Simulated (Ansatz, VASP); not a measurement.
Two plane-wave programs on Na5H

```
CELL_PARAMETERS angstrom
6.52795 0.00000 0.00000
-3.26398 5.65337 0.00000
0.00000 0.00000 6.20965
ATOMIC_POSITIONS crystal
Na 0.00000 0.50000 0.50000
Na 0.33333 0.66667 0.00000
Na 0.66667 0.33333 0.00000
Na 0.50000 0.00000 0.50000
Na 0.50000 0.50000 0.50000
H 0.00000 0.00000 0.00000
```

Change from the starting cell: species swapped into the TbCu5 type (P6/mmm, No. 191).

Alike in both runs: functional PBE; k mesh 6 × 6 × 6; occupations gaussian, width 0.1 eV; no spin polarisation.

Ansatz relaxed the structure, and its values are those at the end. VASP's run is a single point on that final structure, the one shown.

|  | VASP | Ansatz |
| --- | --- | --- |
| version | VASP 6.6.1 | Ansatz 0.2.0 |
| potentials or method | VASP PAW PBE potentials, release 64 (Na_pv, H) | scalar-relativistic, plane waves, PAW |
| plane-wave cutoff (eV) | 520 | 420 |
| valence electrons in the cell | 36 | 46 |

|  | VASP | Ansatz | Ansatz less VASP |
| --- | --- | --- | --- |
| gap on the k mesh at the Fermi level (eV) | none | none | - |
| pressure (GPa) | 0.0 | 0.0 | +0.01 |

A gap of «none» marks a metal or a gap that the smearing closes. The two sets of potentials don't hold the same shells in valence.
